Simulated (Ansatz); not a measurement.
# HgTe: the cost of one run

Computed with Ansatz 0.2.0 (DFT PBE, scalar-relativistic, plane waves, PAW, unless a step's input says otherwise).

4 further runs of the same task are left out: 4 set aside as unsound or not needed.

**1. The structure to begin with**

Symmetry: F-43m, No. 216, cubic system. Conventional cell: a = 6.653 Å, b = 6.653 Å, c = 6.653 Å, α = 90.00°, β = 90.00°, γ = 90.00°. Hg (site symmetry -43m) has 4 Te at 2.88 Å as nearest neighbours. Te (site symmetry -43m) is surrounded by 4 Hg at 2.88 Å.

Structure file:

```
CELL_PARAMETERS angstrom
0.00000 3.32646 3.32646
3.32646 0.00000 3.32646
3.32646 3.32646 0.00000
ATOMIC_POSITIONS crystal
Hg 0.00000 0.00000 0.00000
Te 0.75000 0.75000 0.75000
```

It is the result of an earlier relaxation at this level (volume 36.81 Å³/atom; gap on the mesh: none (metal)).

**2. Phonons at Γ, at rest**

Input file input.yaml:

```yaml
crystal:
  lattice:
    - [0.0, 3.3264647587, 3.3264647587]
    - [3.3264647587, 0.0, 3.3264647587]
    - [3.3264647587, 3.3264647587, 0.0]
  atoms:
    - { symbol: Hg, position: [0.0, 0.0, 0.0] }
    - { symbol: Te, position: [0.75, 0.75, 0.75] }
basis:
  ecutwfc: 420
kpoints:
  mp_grid: { grid: [12, 12, 12] }
hamiltonian:
  xc: pbe
scf:
  occupations: { method: fermi_dirac, width: 0.15 }
output:
  eigenvalues: true
phonons:
  method: dfpt
  eigenvectors: true
```

The run is started by

```console
$ ansatz run input.yaml --threads 1 --pin off --max-ram 3072MiB --backend cpu --events-out ev --progress --plain --runs-dir out
```

What time and memory should one allow on 1 thread of Intel Xeon Platinum 8488C (Sapphire Rapids), shared host?

About 58 s, with a peak of 1 GiB.
